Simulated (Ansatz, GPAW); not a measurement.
This is a calculation of Ba for GPAW 26.7.0 (ASE script). This isn't the form of Ba at room conditions, which is bcc.

run.py

```python
from ase import Atoms
from ase.dft.bandgap import bandgap
from ase.io import write
from ase.units import GPa
from gpaw import GPAW, PW

atoms = Atoms(['Ba'],
              cell=[[4.3116136979, 0.0, 0.0],
                    [-2.155806849, 3.7339669937, 0.0],
                    [0.0, 0.0, 3.9134133]],
              scaled_positions=[[0.0, 0.0, 0.0]],
              pbc=True)

calc = GPAW(mode=PW(600),
            xc='LDA',
            kpts={'size': (7, 7, 7), 'gamma': True},
            occupations={'name': 'methfessel-paxton', 'order': 0, 'width': 0.02},
            nbands=12,
            convergence={'density': 1e-05, 'energy': 1e-05},
            maxiter=150,
            txt='gpaw.txt')
atoms.calc = calc
energy = atoms.get_potential_energy()
forces = atoms.get_forces()
stress = atoms.get_stress()
calc.write('gs.gpw')
write('result.traj', atoms)
print(f'Energy: {energy:.6f} eV')
print('Forces (eV/A):')
print(forces.round(4))
print('Stress (GPa):', (stress / GPa).round(3))
print('Fermi level:', round(calc.get_fermi_level(), 4), 'eV')
print(f'Gap: {bandgap(calc)[0]:.4f} eV, direct: {bandgap(calc, direct=True)[0]:.4f} eV')
```

Potentials or basis: the program's PAW data sets (release 1.2.1) made for this functional, pw.

Run with:

```bash
$ OMP_NUM_THREADS=1 python run.py
```

Question: What does the same run look like in Ansatz 0.2.0? Potentials or basis there: all-electron LAPW, scalar-relativistic.

Answer: As run (cutoffs and basis follow the program's own potentials, and thresholds, step limits or extra output files can differ):

input.yaml

```yaml
crystal:
  lattice:
    - [4.3116136979, 0.0, 0.0]
    - [-2.155806849, 3.7339669937, 0.0]
    - [0.0, 0.0, 3.9134133]
  atoms:
    - { symbol: Ba, position: [0.0, 0.0, 0.0] }
kpoints:
  mp_grid: { grid: [7, 7, 7] }
scf:
  occupations: { method: gaussian, width: 0.02 }
hamiltonian:
  xc: lda
  pseudopotentials: { kind: all_electron, lapw: { basis_error: 0.001 } }
output:
  forces: true
  stress: true
  eigenvalues: true
```

Potentials or basis: all-electron LAPW, scalar-relativistic.

The run is started by

```console
$ ansatz run input.yaml --threads 1 --pin off --max-ram 3072MiB --backend cpu --events-out ev --progress --plain --runs-dir out
```

Both were run:

|  | GPAW | Ansatz |
| --- | --- | --- |
| Pressure | -1.4 GPa | -1.5 GPa |

Where Ansatz's input types no cutoff or centring, it takes its own default and a Γ-centred mesh.

The two programs' LDA may be different fits to the electron gas.

Pressure is positive in compression.
